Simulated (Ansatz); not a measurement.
# CuAu3 under changes of volume

One of the cells (15.761 Å³/atom); the others are scaled copies at fixed shape and fractional positions:

```xyz
4
Lattice="3.9800 0.0000 0.0000 0.0000 3.9800 0.0000 0.0000 0.0000 3.9800" Properties=species:S:1:pos:R:3 pbc="T T T"
Au    1.9900    1.9900    0.0000
Au    1.9900    0.0000    1.9900
Au    0.0000    1.9900    1.9900
Cu    0.0000    0.0000    0.0000
```

```yaml
Program: Ansatz 0.2.0
Functional: LDA
Potentials_or_basis: Ansatz PAW
Cutoff: "420 eV (not typed: the program's choice for these potentials)"
k_mesh: 7 × 7 × 7
Occupations: fermi-dirac, width 0.05 eV
Spin: no spin polarisation
```

| volume (Å³/atom) | energy over the lowest point (meV/atom) | pressure (GPa) |
| --- | --- | --- |
| 14.816 | ? | ? |
| 15.131 | 0.00 | 1.4 |
| 15.446 | 1.18 | -2.5 |
| 15.761 | 9.63 | -5.9 |
| 16.076 | 24.39 | -8.9 |
| 16.392 | 44.67 | -11.5 |
| 16.707 | 69.69 | -13.7 |

What does the run at 14.816 Å³/atom give?

Energy over the lowest point 7.13 meV/atom; pressure 6.0 GPa.

Worked out: A Birch-Murnaghan fit of order 3 (a polynomial in V^(-2/3)) to the other rows has its minimum at 15.24 Å³/atom with B0 = V·E''(V) = 195 GPa and B' = 5.7. It gives 7.13 meV/atom at 14.816 Å³/atom, against the run's 7.13, and -dE/dV = 5.9 GPa, against 6.0.

Energies are extrapolated to zero smearing.

Caveats: the PAW data sets come from PBE, with cores solved anew for the run's functional, which leaves a small shift of forces and pressure.
